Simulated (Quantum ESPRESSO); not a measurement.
Runs of Quantum ESPRESSO 7.5 on ZrC. It takes space group P6_3/mmc (No. 194, hexagonal). Conventional cell: a = 3.391 Å, b = 3.391 Å, c = 5.290 Å, α = 90.00°, β = 90.00°, γ = 120.00°. Around Zr (site symmetry -6m2) lie 6 C at 2.36 Å. Around C (site symmetry -3m) lie 6 Zr at 2.36 Å and 2 C at 2.65 Å. The cell comes from a database or a generator and needn't be the stable form of this composition.

| task | level | potentials or basis | form of the LDA correlation | gap on the mesh (eV) | pressure (GPa) | V0 of scaled cells (Å³/atom) | B0 (GPa) |
| --- | --- | --- | --- | --- | --- | --- | --- |
| equation of state | PBEsol | GBRV 1.5 PBEsol | - | - | - | 12.70 | 233 |
| band structure | PBEsol | GBRV 1.5 PBEsol | - | none | -7.9 | - | - |
| equation of state | LDA | GBRV 1.5 LDA | PZ81 | - | - | (a) | (b) |
| band structure | LDA | GBRV 1.5 LDA | PZ81 | none | -11.7 | - | - |

Alike in all rows: no spin polarisation; cell as given; k mesh 9 × 9 × 5; cutoff (eV) 612; smearing fermi-dirac 0.05 eV.

Problem. Estimate the missing entries.

Solution. (a) 12.49; (b) 244.

Caveats: the cell was scaled at fixed shape and fractional positions, which overstates the stiffness of a crystal with free parameters, most of all of layers and chains (some runs).

A k mesh can miss the band edges, and the runs leave out spin-orbit coupling on Zr.

A gap of «none» marks a metal or a gap under the smearing width.

Not every run made on this cell is shown here.
